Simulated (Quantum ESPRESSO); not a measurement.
# TaN (Fm-3m) in Quantum ESPRESSO: a series of runs, part 2 of 2

Quantum ESPRESSO 7.5.

### Step 3. Phonons and electron-phonon coupling, LDA

Contents of pw.in:

```
&CONTROL
  calculation = 'scf'
  prefix = 'pwscf'
  outdir = './tmp'
  pseudo_dir = './pseudo'
  tprnfor = .true.
  tstress = .true.
  disk_io = 'low'
/
&SYSTEM
  ibrav = 0
  nat = 2
  ntyp = 2
  ecutwfc = 56
  ecutrho = 448
  nbnd = 15
  occupations = 'smearing'
  smearing = 'mp'
  degauss = 0.01999163
/
&ELECTRONS
  conv_thr = 4d-10
  electron_maxstep = 120
  mixing_beta = 0.5
/
ATOMIC_SPECIES
Ta   180.9479 ta_lda_v1.uspp.F.UPF
N     14.0070 n_lda_v1.2.uspp.F.UPF
CELL_PARAMETERS angstrom
   0.0000000000    2.2113230000    2.2113230000
   2.2113230000    0.0000000000    2.2113230000
   2.2113230000    2.2113230000    0.0000000000
ATOMIC_POSITIONS crystal
Ta     0.5000000000    0.5000000000    0.5000000000
N      0.0000000000    0.0000000000    0.0000000000
K_POINTS automatic
8 8 8 0 0 0
```

Contents of relax.in:

```
&CONTROL
  calculation = 'vc-relax'
  prefix = 'pwscf'
  outdir = './tmp'
  pseudo_dir = './pseudo'
  tprnfor = .true.
  tstress = .true.
  disk_io = 'low'
  nstep = 40
  forc_conv_thr = 0.0001
  etot_conv_thr = 1d-06
/
&SYSTEM
  ibrav = 0
  nat = 2
  ntyp = 2
  ecutwfc = 56
  ecutrho = 448
  nbnd = 15
  occupations = 'smearing'
  smearing = 'mp'
  degauss = 0.01999163
/
&ELECTRONS
  conv_thr = 4d-10
  electron_maxstep = 120
  mixing_beta = 0.5
/
&IONS
  ion_dynamics = 'bfgs'
/
&CELL
  cell_dynamics = 'bfgs'
  press = 0
  press_conv_thr = 0.2
/
ATOMIC_SPECIES
Ta   180.9479 ta_lda_v1.uspp.F.UPF
N     14.0070 n_lda_v1.2.uspp.F.UPF
CELL_PARAMETERS angstrom
   0.0000000000    2.2113230000    2.2113230000
   2.2113230000    0.0000000000    2.2113230000
   2.2113230000    2.2113230000    0.0000000000
ATOMIC_POSITIONS crystal
Ta     0.5000000000    0.5000000000    0.5000000000
N      0.0000000000    0.0000000000    0.0000000000
K_POINTS automatic
8 8 8 0 0 0
```

Contents of scf2.in:

```
&CONTROL
  calculation = 'scf'
  prefix = 'pwscf'
  outdir = './tmp'
  pseudo_dir = './pseudo'
  tprnfor = .true.
  tstress = .true.
  disk_io = 'low'
/
&SYSTEM
  ibrav = 0
  nat = 2
  ntyp = 2
  ecutwfc = 56
  ecutrho = 448
  nbnd = 15
  occupations = 'smearing'
  smearing = 'mp'
  degauss = 0.01999163
/
&ELECTRONS
  conv_thr = 1d-13
  electron_maxstep = 120
  mixing_beta = 0.5
  startingpot = 'file'
  startingwfc = 'file'
/
ATOMIC_SPECIES
Ta   180.9479 ta_lda_v1.uspp.F.UPF
N     14.0070 n_lda_v1.2.uspp.F.UPF
CELL_PARAMETERS angstrom
   0.0000000000    2.1751850873    2.1751850873
   2.1751850873    0.0000000000    2.1751850873
   2.1751850873    2.1751850873    0.0000000000
ATOMIC_POSITIONS crystal
Ta     0.5000000000    0.5000000000    0.5000000000
N      0.0000000000    0.0000000000    0.0000000000
K_POINTS automatic
8 8 8 0 0 0
```

Contents of dense.in:

```
&CONTROL
  calculation = 'scf'
  prefix = 'pwscf'
  outdir = './tmp'
  pseudo_dir = './pseudo'
  tprnfor = .true.
  tstress = .true.
  disk_io = 'low'
/
&SYSTEM
  ibrav = 0
  nat = 2
  ntyp = 2
  ecutwfc = 56
  ecutrho = 448
  nbnd = 15
  occupations = 'smearing'
  smearing = 'mp'
  degauss = 0.01999163
  la2F = .true.
/
&ELECTRONS
  conv_thr = 1d-12
  electron_maxstep = 120
  mixing_beta = 0.5
  startingpot = 'file'
/
ATOMIC_SPECIES
Ta   180.9479 ta_lda_v1.uspp.F.UPF
N     14.0070 n_lda_v1.2.uspp.F.UPF
CELL_PARAMETERS angstrom
   0.0000000000    2.1751850873    2.1751850873
   2.1751850873    0.0000000000    2.1751850873
   2.1751850873    2.1751850873    0.0000000000
ATOMIC_POSITIONS crystal
Ta     0.5000000000    0.5000000000    0.5000000000
N      0.0000000000    0.0000000000    0.0000000000
K_POINTS automatic
24 24 24 0 0 0
```

Contents of scf3.in:

```
&CONTROL
  calculation = 'scf'
  prefix = 'pwscf'
  outdir = './tmp'
  pseudo_dir = './pseudo'
  tprnfor = .true.
  tstress = .true.
  disk_io = 'low'
/
&SYSTEM
  ibrav = 0
  nat = 2
  ntyp = 2
  ecutwfc = 56
  ecutrho = 448
  nbnd = 15
  occupations = 'smearing'
  smearing = 'mp'
  degauss = 0.01999163
/
&ELECTRONS
  conv_thr = 1d-12
  electron_maxstep = 120
  mixing_beta = 0.5
  startingpot = 'file'
/
ATOMIC_SPECIES
Ta   180.9479 ta_lda_v1.uspp.F.UPF
N     14.0070 n_lda_v1.2.uspp.F.UPF
CELL_PARAMETERS angstrom
   0.0000000000    2.1751850873    2.1751850873
   2.1751850873    0.0000000000    2.1751850873
   2.1751850873    2.1751850873    0.0000000000
ATOMIC_POSITIONS crystal
Ta     0.5000000000    0.5000000000    0.5000000000
N      0.0000000000    0.0000000000    0.0000000000
K_POINTS automatic
8 8 8 0 0 0
```

Contents of ph.in:

```
phonon_bands of TaN
&INPUTPH
  prefix = 'pwscf'
  outdir = './tmp'
  tr2_ph = 1d-18
  fildyn = 'dyn'
  niter_ph = 90
  alpha_mix(1) = 0.4
  ldisp = .true.
  nq1 = 4
  nq2 = 4
  nq3 = 4
  electron_phonon = 'interpolated'
  el_ph_sigma = 0.005
  el_ph_nsigma = 10
  fildvscf = 'dvscf'
/
```

Contents of q2r.in:

```
&INPUT
  fildyn = 'dyn'
  zasr = 'crystal'
  flfrc = 'fc'
  la2F = .true.
/
```

Contents of matdyn.in:

```
&INPUT
  asr = 'crystal'
  flfrc = 'fc'
  flfrq = 'freq'
  q_in_cryst_coord = .true.
  flvec = ' '
/
80
 0.0000000000  0.0000000000  0.0000000000
 0.0454545455  0.0000000000  0.0454545455
 0.0909090909  0.0000000000  0.0909090909
 0.1363636364  0.0000000000  0.1363636364
 0.1818181818  0.0000000000  0.1818181818
 0.2272727273  0.0000000000  0.2272727273
 0.2727272727  0.0000000000  0.2727272727
 0.3181818182  0.0000000000  0.3181818182
 0.3636363636  0.0000000000  0.3636363636
 0.4090909091  0.0000000000  0.4090909091
 0.4545454545  0.0000000000  0.4545454545
 0.5000000000  0.0000000000  0.5000000000
 0.5000000000  0.0500000000  0.5500000000
 0.5000000000  0.1000000000  0.6000000000
 0.5000000000  0.1500000000  0.6500000000
 0.5000000000  0.2000000000  0.7000000000
 0.5000000000  0.2500000000  0.7500000000
 0.4687500000  0.2812500000  0.7500000000
 0.4375000000  0.3125000000  0.7500000000
 0.4062500000  0.3437500000  0.7500000000
 0.3750000000  0.3750000000  0.7500000000
 0.3461538462  0.3461538462  0.6923076923
 0.3173076923  0.3173076923  0.6346153846
 0.2884615385  0.2884615385  0.5769230769
 0.2596153846  0.2596153846  0.5192307692
 0.2307692308  0.2307692308  0.4615384615
 0.2019230769  0.2019230769  0.4038461538
 0.1730769231  0.1730769231  0.3461538462
 0.1442307692  0.1442307692  0.2884615385
 0.1153846154  0.1153846154  0.2307692308
 0.0865384615  0.0865384615  0.1730769231
 0.0576923077  0.0576923077  0.1153846154
 0.0288461538  0.0288461538  0.0576923077
 0.0000000000  0.0000000000  0.0000000000
 0.0454545455  0.0454545455  0.0454545455
 0.0909090909  0.0909090909  0.0909090909
 0.1363636364  0.1363636364  0.1363636364
 0.1818181818  0.1818181818  0.1818181818
 0.2272727273  0.2272727273  0.2272727273
 0.2727272727  0.2727272727  0.2727272727
 0.3181818182  0.3181818182  0.3181818182
 0.3636363636  0.3636363636  0.3636363636
 0.4090909091  0.4090909091  0.4090909091
 0.4545454545  0.4545454545  0.4545454545
 0.5000000000  0.5000000000  0.5000000000
 0.5178571429  0.4642857143  0.5178571429
 0.5357142857  0.4285714286  0.5357142857
 0.5535714286  0.3928571429  0.5535714286
 0.5714285714  0.3571428571  0.5714285714
 0.5892857143  0.3214285714  0.5892857143
 0.6071428571  0.2857142857  0.6071428571
 0.6250000000  0.2500000000  0.6250000000
 0.5937500000  0.2500000000  0.6562500000
 0.5625000000  0.2500000000  0.6875000000
 0.5312500000  0.2500000000  0.7187500000
 0.5000000000  0.2500000000  0.7500000000
 0.5000000000  0.2750000000  0.7250000000
 0.5000000000  0.3000000000  0.7000000000
 0.5000000000  0.3250000000  0.6750000000
 0.5000000000  0.3500000000  0.6500000000
 0.5000000000  0.3750000000  0.6250000000
 0.5000000000  0.4000000000  0.6000000000
 0.5000000000  0.4250000000  0.5750000000
 0.5000000000  0.4500000000  0.5500000000
 0.5000000000  0.4750000000  0.5250000000
 0.5000000000  0.5000000000  0.5000000000
 0.4861111111  0.4861111111  0.5277777778
 0.4722222222  0.4722222222  0.5555555556
 0.4583333333  0.4583333333  0.5833333333
 0.4444444444  0.4444444444  0.6111111111
 0.4305555556  0.4305555556  0.6388888889
 0.4166666667  0.4166666667  0.6666666667
 0.4027777778  0.4027777778  0.6944444444
 0.3888888889  0.3888888889  0.7222222222
 0.3750000000  0.3750000000  0.7500000000
 0.6250000000  0.2500000000  0.6250000000
 0.5937500000  0.1875000000  0.5937500000
 0.5625000000  0.1250000000  0.5625000000
 0.5312500000  0.0625000000  0.5312500000
 0.5000000000  0.0000000000  0.5000000000
```

Contents of matdyn_dos.in:

```
&INPUT
  asr = 'crystal'
  flfrc = 'fc'
  dos = .true.
  fldos = 'phdos'
  nk1 = 12
  nk2 = 12
  nk3 = 12
  deltaE = 2
  flvec = ' '
  flfrq = ' '
/
```

Contents of matdyn_a2f.in:

```
&INPUT
  asr = 'crystal'
  flfrc = 'fc'
  la2F = .true.
  dos = .true.
  fldos = 'dos2'
  nk1 = 10
  nk2 = 10
  nk3 = 10
  ndos = 60
  el_ph_nsigma = 10
  flfrq = 'dosfreq2'
  flvec = ' '
/
```

Contents of matdyn_mesh.in:

```
&INPUT
  asr = 'crystal'
  flfrc = 'fc'
  flfrq = 'mesh'
  q_in_cryst_coord = .true.
  flvec = ' '
/
1000
 0.05000000  0.05000000  0.05000000
 0.05000000  0.05000000  0.15000000
 0.05000000  0.05000000  0.25000000
[... 997 further points of the even 10 x 10 x 10 mesh, shifted by half a step ...]
```

Potentials or basis: GBRV 1.5 LDA.

Started as:

```bash
$ OMP_NUM_THREADS=1 mpirun -n 4 pw.x -nk 4 -in pw.in > pw.out
$ OMP_NUM_THREADS=1 mpirun -n 4 pw.x -nk 4 -in relax.in > relax.out
$ OMP_NUM_THREADS=1 mpirun -n 4 pw.x -nk 4 -in scf2.in > scf2.out
$ OMP_NUM_THREADS=1 mpirun -n 4 pw.x -nk 4 -in dense.in > dense.out
$ OMP_NUM_THREADS=1 mpirun -n 4 pw.x -nk 4 -in scf3.in > scf3.out
$ OMP_NUM_THREADS=1 mpirun -n 4 ph.x -nk 4 -in ph.in > ph.out
$ OMP_NUM_THREADS=1 mpirun -n 1 q2r.x -in q2r.in > q2r.out
$ OMP_NUM_THREADS=1 mpirun -n 1 matdyn.x -in matdyn.in > matdyn.out
$ OMP_NUM_THREADS=1 mpirun -n 1 matdyn.x -in matdyn_dos.in > matdyn_dos.out
$ OMP_NUM_THREADS=1 mpirun -n 1 matdyn.x -in matdyn_a2f.in > matdyn_a2f.out
$ OMP_NUM_THREADS=1 mpirun -n 1 matdyn.x -in matdyn_mesh.in > matdyn_mesh.out
```

pw.out:

```text
This program is part of the open-source Quantum ESPRESSO suite
     for quantum simulation of materials; please cite
[... 6 lines left out ...]
     using ibrav=0 with symmetry is DISCOURAGED, use correct ibrav instead

     K-points division:     npool     =       4
     Subspace diagonalization in iterative solution of the eigenvalue problem:
     a serial algorithm will be used

     G-vector sticks info
     --------------------
     sticks:   dense  smooth     PW     G-vecs:    dense   smooth      PW
     Sum        1069     547    163                23409     8363    1459

     Using Slab Decomposition

     bravais-lattice index     =            0
     lattice parameter (alat)  =       5.9097  a.u.
     unit-cell volume          =     145.9430 (a.u.)^3
     number of atoms/cell      =            2
     number of atomic types    =            2
     number of electrons       =        18.00
     number of Kohn-Sham states=           15
     kinetic-energy cutoff     =      56.0000  Ry
     charge density cutoff     =     448.0000  Ry
     scf convergence threshold =      4.0E-10
     mixing beta               =       0.5000
     number of iterations used =            8  plain     mixing
     Exchange-correlation= SLA  PZ   NOGX NOGC
                           (   1   1   0   0   0   0   0)

     celldm(1)=   5.909708  celldm(2)=   0.000000  celldm(3)=   0.000000
     celldm(4)=   0.000000  celldm(5)=   0.000000  celldm(6)=   0.000000

     crystal axes: (cart. coord. in units of alat)
               a(1) = (   0.000000   0.707107   0.707107 )
               a(2) = (   0.707107   0.000000   0.707107 )
               a(3) = (   0.707107   0.707107   0.000000 )

     reciprocal axes: (cart. coord. in units 2 pi/alat)
               b(1) = ( -0.707107  0.707107  0.707107 )
               b(2) = (  0.707107 -0.707107  0.707107 )
               b(3) = (  0.707107  0.707107 -0.707107 )

     PseudoPot. # 1 for Ta read from file:
     ta_lda_v1.uspp.F.UPF
     Pseudo is Ultrasoft + core correction, Zval = 13.0
     Generated by new atomic code, or converted to UPF format
     Using radial grid of  921 points,  7 beta functions with:
                l(1) =   0
                l(2) =   0
                l(3) =   1
                l(4) =   1
                l(5) =   2
                l(6) =   2
                l(7) =   3
     Q(r) pseudized with  6 coefficients,  rinner =    1.300   1.300   1.300
                                                       1.300   1.300   1.300
                                                       1.300

     PseudoPot. # 2 for N  read from file:
     n_lda_v1.2.uspp.F.UPF
     Pseudo is Ultrasoft + core correction, Zval =  5.0
     Generated by new atomic code, or converted to UPF format
     Using radial grid of  729 points,  4 beta functions with:
                l(1) =   0
                l(2) =   0
                l(3) =   1
                l(4) =   1
     Q(r) pseudized with  8 coefficients,  rinner =    0.900   0.900   0.900

     atomic species   valence    mass     pseudopotential
     Ta               13.00   180.94790     Ta( 1.00)
     N                 5.00    14.00700     N ( 1.00)

     48 Sym. Ops., with inversion, found

   Cartesian axes

     site n.     atom                  positions (alat units)
         1        Ta     tau(   1) = (   0.7071068   0.7071068   0.7071068  )
         2        N      tau(   2) = (   0.0000000   0.0000000   0.0000000  )

     number of k points=    29  Methfessel-Paxton smearing, width (Ry)=  0.0200
                       cart. coord. in units 2pi/alat
        k(    1) = (   0.0000000   0.0000000   0.0000000), wk =   0.0039062
        k(    2) = (   0.0883883   0.0883883  -0.0883883), wk =   0.0312500
        k(    3) = (   0.1767767   0.1767767  -0.1767767), wk =   0.0312500
        k(    4) = (   0.2651650   0.2651650  -0.2651650), wk =   0.0312500
        k(    5) = (  -0.3535534  -0.3535534   0.3535534), wk =   0.0156250
        k(    6) = (   0.1767767   0.0000000   0.0000000), wk =   0.0234375
[... 21 lines left out ...]
        k(   28) = (  -0.7071068   0.1767767  -0.0000000), wk =   0.0468750
        k(   29) = (  -0.7071068   0.3535534   0.0000000), wk =   0.0234375

     Dense  grid:    23409 G-vectors     FFT dimensions: (  40,  40,  40)

     Smooth grid:     8363 G-vectors     FFT dimensions: (  30,  30,  30)

     Initial potential from superposition of free atoms

     starting charge      17.9991, renormalised to      18.0000

     negative rho (up, down):  9.278E-02 0.000E+00
     Starting wfcs are   17 randomized atomic wfcs

     Self-consistent Calculation

     iteration #  1     ecut=    56.00 Ry     beta= 0.50
     Davidson diagonalization with overlap
     ethr =  1.00E-02,  avg # of iterations =  2.9

     negative rho (up, down):  9.515E-02 0.000E+00
[... 85 lines left out ...]
     iteration # 11     ecut=    56.00 Ry     beta= 0.50
     Davidson diagonalization with overlap
     ethr =  4.84E-12,  avg # of iterations =  1.1

     negative rho (up, down):  9.821E-02 0.000E+00

     End of self-consistent calculation

          k = 0.0000 0.0000 0.0000 (  1037 PWs)   bands (ev):

   -48.5575 -14.7827 -14.7827 -14.7827   2.4426  17.1761  17.1761  17.1761
    18.8465  18.8465  18.8465  20.9295  20.9295  22.4659  30.1699
[... 93 lines left out ...]
   -48.4899 -15.3549 -15.2346 -14.9866   4.3145  13.3508  14.2229  14.8445
    18.7380  23.3304  23.4085  25.3708  25.7950  29.0038  31.0856

          k =-0.7071 0.0000 0.0000 (  1034 PWs)   bands (ev):

   -48.4885 -15.4717 -15.0530 -15.0530   3.7151  14.3776  15.5756  16.3655
    16.3655  22.9333  24.3730  24.3730  25.3679  27.4196  29.6879

          k = 0.3536 0.1768 0.0000 (  1032 PWs)   bands (ev):
[... 26 lines left out ...]
   -48.4935 -15.3413 -15.2155 -14.9668   4.6085  12.5753  14.1658  14.2468
    20.9017  21.1977  23.6413  24.5976  26.9681  30.6196  31.0751

          k =-0.7071 0.1768-0.0000 (  1042 PWs)   bands (ev):

   -48.4885 -15.4119 -15.1158 -15.0642   4.0228  14.2879  14.6863  14.8072
    18.0937  23.2605  24.0341  24.3791  25.6889  28.3423  30.5327

          k =-0.7071 0.3536 0.0000 (  1036 PWs)   bands (ev):

   -48.4885 -15.2654 -15.2654 -15.0755   4.3710  13.5790  14.2514  14.2514
    20.7391  20.7391  24.3852  24.8860  25.2591  30.5153  32.6482

     the Fermi energy is    20.9799 ev

!    total energy              =    -162.23322473 Ry
     estimated scf accuracy    <          3.3E-11 Ry
     smearing contrib. (-TS)   =      -0.00002227 Ry
     internal energy E=F+TS    =    -162.23320246 Ry

     The total energy is F=E-TS. E is the sum of the following terms:
     one-electron contribution =      -6.15459940 Ry
     hartree contribution      =      14.80755138 Ry
     xc contribution           =     -47.50985145 Ry
     ewald contribution        =    -123.37630299 Ry

     convergence has been achieved in  11 iterations

     negative rho (up, down):  9.821E-02 0.000E+00

     Forces acting on atoms (cartesian axes, Ry/au):

     atom    1 type  1   force =    -0.00000000   -0.00000000    0.00000000
     atom    2 type  2   force =     0.00000000    0.00000000    0.00000000

     Total force =     0.000000     Total SCF correction =     0.000000

     Computing stress (Cartesian axis) and pressure

     negative rho (up, down):  9.821E-02 0.000E+00
          total   stress  (Ry/bohr**3)                   (kbar)     P=     -166.96
  -0.00113499   0.00000000  -0.00000000         -166.96        0.00       -0.00
   0.00000000  -0.00113499   0.00000000            0.00     -166.96        0.00
   0.00000000   0.00000000  -0.00113499            0.00        0.00     -166.96

=------------------------------------------------------------------------------=
   JOB DONE.
=------------------------------------------------------------------------------=
```

Wall time 27 min (4 MPI ranks of Arm Neoverse V1, shared host); peak memory 0.44 GiB.

What came out:

```yaml
Free_energy: -2207.3512 eV
Relaxed_volume: 10.29 Å³/atom
Relaxed_cell: a = 3.076 Å, b = 3.076 Å, c = 3.076 Å, α = 60.00°, β = 60.00°, γ = 60.00°
Space_group_after_relaxing_to_0.05_Å: Fm-3m (No. 225)
Pressure_after_relaxing: 0.0 GPa
Band_gap_on_the_k_mesh: none (metal or under the smearing width)
Highest_phonon_frequency: 631 cm⁻¹
Most_unstable_mode: 234i cm⁻¹
```

Step by step:
```tsv
step	energy change (eV)	largest force (eV/Å)	pressure (GPa)	volume (Å³)
1	0.0000	0.0000	-16.70	21.63
2	-0.0224	0.0000	15.08	19.84
3	-0.0564	0.0000	-1.17	20.65
4	-0.0566	0.0000	-0.07	20.59
5	-0.0566	0.0000	0.00	20.58
```

Final structure:
```
Ta N
1.0
     0.00000    2.17519    2.17519
     2.17519    0.00000    2.17519
     2.17519    2.17519    0.00000
Ta N
1 1
Direct
  0.50000 0.50000 0.50000
  0.00000 0.00000 0.00000
```

Phonon frequencies in cm⁻¹ (negative: imaginary):
| q point | frequencies |
| --- | --- |
| (0.000, 0.000, 0.000) | 0 0 0 456 456 456 |
| (0.318, 0.000, 0.318) | 27 27 108 455 455 612 |
| (0.500, 0.150, 0.650) | -214 -169 39 422 428 573 |
| (0.346, 0.346, 0.692) | -159 -58 36 402 547 575 |
| (0.144, 0.144, 0.288) | 94 98 141 431 572 575 |
| (0.091, 0.091, 0.091) | 46 46 73 472 472 475 |
| (0.409, 0.409, 0.409) | 73 88 88 515 576 576 |
| (0.589, 0.321, 0.589) | -112 -28 61 439 555 581 |
| (0.500, 0.275, 0.725) | -206 -205 94 394 398 607 |
| (0.500, 0.450, 0.550) | 32 84 87 499 569 582 |
| (0.431, 0.431, 0.639) | -56 61 87 470 564 590 |
| (0.562, 0.125, 0.562) | -219 -94 -82 453 493 499 |

Phonon frequencies at the corners of the path (cm⁻¹, interpolated; i marks imaginary ones):
```
point               frequencies
    Γ         0 0 0 456 456 456
    X  234i 69i 69i 467 475 475
    W  214i 214i 93 389 389 605
    K  181i 93i 65i 418 530 550
    L      16 81 81 495 572 572
    U  181i 93i 65i 418 530 550
```

Phonon states per cell in windows of 50 cm⁻¹ (negative: imaginary):
```
from (cm⁻¹)  total    Ta     N
       -250   0.02  0.02  0.00
       -200   0.18  0.15  0.03
       -150   0.27  0.23  0.03
       -100   0.29  0.27  0.03
        -50   0.26  0.24  0.02
          0   0.32  0.30  0.02
         50   0.96  0.92  0.03
        100   0.68  0.67  0.01
        150   0.01  0.01  0.00
        200   0.00  0.00  0.00
        250   0.00  0.00  0.00
        300   0.00  0.00  0.00
        350   0.02  0.00  0.02
        400   0.46  0.06  0.40
        450   0.75  0.06  0.69
        500   0.50  0.02  0.48
        550   0.75  0.02  0.73
        600   0.52  0.00  0.52
```

Caveat: the mesh is thin for the phonons of a metal; some modes are imaginary; λ from interpolated matrix elements is rough: modes that symmetry makes equal can differ by tens of percent. The run has no spin-orbit coupling, so splittings on Ta are missing.
